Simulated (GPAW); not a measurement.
Crystal: Al2O3.

```
CELL_PARAMETERS angstrom
3.01748 0.00000 0.00000
-1.50874 2.61322 0.00000
0.00000 0.00000 7.57464
ATOMIC_POSITIONS crystal
Al 0.00000 0.00000 0.72205
Al 0.00000 0.00000 0.27795
O 0.00000 0.00000 0.50000
O 0.66667 0.33333 0.80055
O 0.33333 0.66667 0.19945
```

Measurements of this composition are mostly on another form, of space group No. 167.

Base run:

```yaml
Program: GPAW 26.7.0
Functional: r2SCAN
Potentials_or_basis: GPAW PAW data sets (gpaw-data 1.2.1)
Cutoff: 650 eV
Basis: pw
k_mesh: 8 × 8 × 3
Occupations: fermi-dirac, width 0.05 eV
Spin: no spin polarisation
```

Its results: band gap on the k mesh 3.02 eV, direct; pressure -5.7 GPa; largest force 0.309 eV/Å.

The run is repeated on the same cell with these changes: cutoff from 650 eV to 800 eV. What comes out?

Band gap on the k mesh 3.03 eV, direct; pressure -3.9 GPa; largest force 0.312 eV/Å.

Caveats: the PAW data sets were made with another functional, which shifts forces and pressure a little; the cutoff is short for stress and forces, so pressures can be off by a GPa or more (some runs); an odd mesh through Γ misses points on the zone boundary, where band edges often lie (some runs).

Not every run made on this cell is shown here.
